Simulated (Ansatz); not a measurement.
KI built on the zincblende prototype, relaxed with r2SCAN: 8 runs in the plane-wave code Ansatz, each a construction of maximally localised Wannier functions. The symmetry is F-43m (No. 216, cubic); a = 7.932 Å in the conventional setting, 62.38 Å³ an atom. Around K lie 4 I at 3.43 Å; around I lie 4 K at 3.43 Å. The structure was generated, not taken from experiment, and needn't be the ground state; spin polarisation is off.

```
K I
1.0
     0.00000    3.96589    3.96589
     3.96589    0.00000    3.96589
     3.96589    3.96589    0.00000
K I
1 1
Direct
  0.00000 0.00000 0.00000
  0.25000 0.25000 0.25000
```

Windows count from the top of the filled bands; a dash means that no such window was set (without an outer window there is no disentanglement). Rows marked drawn have settings drawn at random (some not listed).

```json
{"functional": "PBE", "SCF mesh": "4×4×4", "trial orbitals": "I s, I p", "functions": "4", "mesh": "4×4×4", "window (eV)": "–", "frozen (eV)": "–", "settings": "chosen", "Ω total (Å²)": "6.99", "Ω invariant (Å²)": "5.87", "largest spread (Å²)": "1.75", "least projectability": "0.97", "interpolation miss of the model's filled bands (eV, to the nearest computed level)": "0.003"}
{"functional": "PBE", "SCF mesh": "4×4×4", "trial orbitals": "I s, I p", "functions": "4", "mesh": "6×6×6", "window (eV)": "–", "frozen (eV)": "–", "settings": "chosen", "Ω total (Å²)": "7.21", "Ω invariant (Å²)": "6.06", "largest spread (Å²)": "1.80", "least projectability": "0.97", "interpolation miss of the model's filled bands (eV, to the nearest computed level)": "0.000"}
{"functional": "PBE", "SCF mesh": "4×4×4", "trial orbitals": "I p", "functions": "3", "mesh": "4×4×4", "window (eV)": "–", "frozen (eV)": "–", "settings": "chosen", "Ω total (Å²)": "6.71", "Ω invariant (Å²)": "6.68", "largest spread (Å²)": "2.24", "least projectability": "0.98", "interpolation miss of the model's filled bands (eV, to the nearest computed level)": "0.003"}
{"functional": "r2SCAN", "SCF mesh": "4×4×4", "trial orbitals": "I s, I p", "functions": "4", "mesh": "4×4×4", "window (eV)": "–", "frozen (eV)": "–", "settings": "chosen", "Ω total (Å²)": "6.93", "Ω invariant (Å²)": "5.76", "largest spread (Å²)": "1.73", "least projectability": "0.97", "interpolation miss of the model's filled bands (eV, to the nearest computed level)": "0.002"}
{"functional": "r2SCAN", "SCF mesh": "4×4×4", "trial orbitals": "I p", "functions": "3", "mesh": "4×4×4", "window (eV)": "–", "frozen (eV)": "–", "settings": "chosen", "Ω total (Å²)": "6.61", "Ω invariant (Å²)": "6.58", "largest spread (Å²)": "2.20", "least projectability": "0.99", "interpolation miss of the model's filled bands (eV, to the nearest computed level)": "0.002"}
{"functional": "HSE06", "SCF mesh": "4×4×4", "trial orbitals": "I s, I p", "functions": "4", "mesh": "4×4×4", "window (eV)": "–", "frozen (eV)": "–", "settings": "chosen", "Ω total (Å²)": "6.89", "Ω invariant (Å²)": "5.74", "largest spread (Å²)": "1.72", "least projectability": "0.97", "interpolation miss of the model's filled bands (eV, to the nearest computed level)": "–"}
{"functional": "HSE06", "SCF mesh": "4×4×4", "trial orbitals": "I p", "functions": "3", "mesh": "4×4×4", "window (eV)": "–", "frozen (eV)": "–", "settings": "chosen", "Ω total (Å²)": "6.58", "Ω invariant (Å²)": "6.55", "largest spread (Å²)": "2.19", "least projectability": "0.99", "interpolation miss of the model's filled bands (eV, to the nearest computed level)": "–"}
{"functional": "PBE", "SCF mesh": "4×4×4", "trial orbitals": "I p", "functions": "3", "mesh": "4×4×4", "window (eV)": "-16.3 to +6.8", "frozen (eV)": "–", "settings": "drawn", "Ω total (Å²)": "6.44", "Ω invariant (Å²)": "6.41", "largest spread (Å²)": "2.15", "least projectability": "0.99", "interpolation miss of the model's filled bands (eV, to the nearest computed level)": "0.108"}
```

For I s, I p with PBE the spread goes 6.99 Å² (4×4×4), 7.21 Å² (6×6×6): finite differences on a coarse mesh understate it.

No spin-orbit coupling is included; it can move band edges with weight on the heavy atoms by tenths of an eV.
